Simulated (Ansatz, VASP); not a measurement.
# SbPt in VASP and in Ansatz

```xyz
4
Lattice="4.0742 0.0000 0.0000 -2.0371 3.5283 0.0000 0.0000 0.0000 5.3980" Properties=species:S:1:pos:R:3 pbc="T T T"
Sb    0.0000    2.3522    1.3495
Sb    2.0371    1.1761    4.0485
Pt    0.0000    0.0000    0.0000
Pt    0.0000    0.0000    2.6990
```

Change from the starting cell: volume scaled by 0.96.

Alike in both runs: task single point; functional LDA; k mesh 11 × 11 × 8; occupations fermi-dirac, width 0.08 eV; no spin polarisation.

```csv
,VASP,Ansatz
version,VASP 6.6.1,Ansatz 0.2.0
potentials or method,"VASP PAW LDA potentials, release 64 (Sb, Pt), cutoff 520 eV","all-electron LAPW, scalar-relativistic"
```

```tsv
	VASP	Ansatz	Ansatz less VASP
pressure (GPa)	7.0	6.7	-0.32
largest component of the traceless stress (GPa)	0.27	0.41	+0.137
```

Ansatz ran all-electron here, so the differences hold the error of VASP's frozen core and of both bases.

The runs have no spin-orbit coupling, so splittings on Pt, Sb are missing.
